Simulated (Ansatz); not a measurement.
A calculation with Ansatz 0.2.0 of Te (native input, structure typed inline):

input.yaml

```yaml
crystal:
  lattice:
    - [3.15419047, 0.0, 0.0]
    - [-0.2173210954, 3.1466949427, 0.0]
    - [-0.2173210954, -0.2328476703, 3.1380680402]
  atoms:
    - { symbol: Te, position: [0.5, 0.5, 0.5] }
hamiltonian:
  xc: pbe
  pseudopotentials: { kind: paw_fr }
magnetization:
  noncollinear: true
  spin_orbit: true
kpoints:
  mp_grid: { grid: [9, 9, 9] }
scf:
  occupations: { method: cold, width: 0.05 }
output:
  forces: true
  stress: true
  eigenvalues: true
  efg: {}
```

Potentials or basis: Ansatz PAW.

The run is started by

```bash
$ ansatz run input.yaml --threads 2 --pin off --max-ram 5120MiB --backend cpu --events-out ev --progress --plain --runs-dir out
```

This isn't the form of Te at room conditions, which is trigonal, of chains.

Q: Write the same calculation in another form: ASE script, structure from a P1 CIF.

A: As run:

Contents of run.py:

```python
import json

import ase.io
import numpy as np

import ansatz as az

atoms = ase.io.read("Te.cif")
atoms.info.pop("occupancy", None)

calculation = (
    az.Crystal.from_ase(atoms)
    .calculation()
    .kpoints(9, 9, 9)
    .functional("pbe")
    .pseudopotentials(kind="paw_fr")
    .spin("noncollinear", soc=True)
    .occupations(method="cold", width=0.05)
    .density()
    .potential()
    .output_files(volumetric_format="npy")
    .electron_localization_function()
    .electric_field_gradient()
    .forces()
    .stress()
    .band_table(publish=True)
)
outcome = calculation.run(threads=2, events_out="events.jsonl")

report = outcome.report
for line in open("events.jsonl"):
    event = json.loads(line)
    if event["event"] == "scf_iter":
        d = event["data"]
        print(f"SCF {d['iter']:3d}  HF = {d['harris_foulkes_ev']:.6f} eV  dr2 = {d['dr2_ev']:.2e} eV")
    elif event["event"] in ("relax_step", "md_step"):
        d = event["data"]
        print(f"{event['event']} {d['step']:3d}  E = {d['lagrangian_ev']:.6f} eV")
np.set_printoptions(precision=5, suppress=True, linewidth=110)
print("converged:", report["converged"], "after", report["n_iterations"], "iterations")
print(f"free energy {report['free_energy_ev']:.6f} eV, Fermi level {report['fermi_energy_ev']:.4f} eV")
for key in ("band_edges_ev", "magnetization_mub", "site_moments_mub", "site_moments_nc_mub", "forces_ev_ang",
                "stress_gpa", "kpoints_frac", "eigenvalues_ev"):
    if report.get(key) is not None:
        print(key, np.array(report[key]), sep="\n")
```

File Te.cif:

```cif
data_Te
_cell_length_a 3.15419047
_cell_length_b 3.15419047
_cell_length_c 3.15419047
_cell_angle_alpha 93.95076146
_cell_angle_beta 93.95076146
_cell_angle_gamma 93.95076146
_space_group_name_H-M_alt 'P1'
_space_group_name_Hall 'P 1'
_space_group_IT_number 1
loop_
_space_group_symop_operation_xyz
'x,y,z'
loop_
_atom_site_label
_atom_site_type_symbol
_atom_site_symmetry_multiplicity
_atom_site_Wyckoff_symbol
_atom_site_fract_x
_atom_site_fract_y
_atom_site_fract_z
_atom_site_occupancy
Te1 Te 1 a 0.5000000000 0.5000000000 0.5000000000 1
```

Potentials or basis: Ansatz PAW.

Run with:

```console
$ python run.py
```

Both were run:

|  | native input, structure typed inline | ASE script, structure from a P1 CIF |
| --- | --- | --- |
| Pressure | 2.9 GPa | 2.9 GPa |
| Band gap on the k mesh | none (metal or under the smearing width) | none (metal or under the smearing width) |

Keys that steer only the numerical path or the files written may differ.
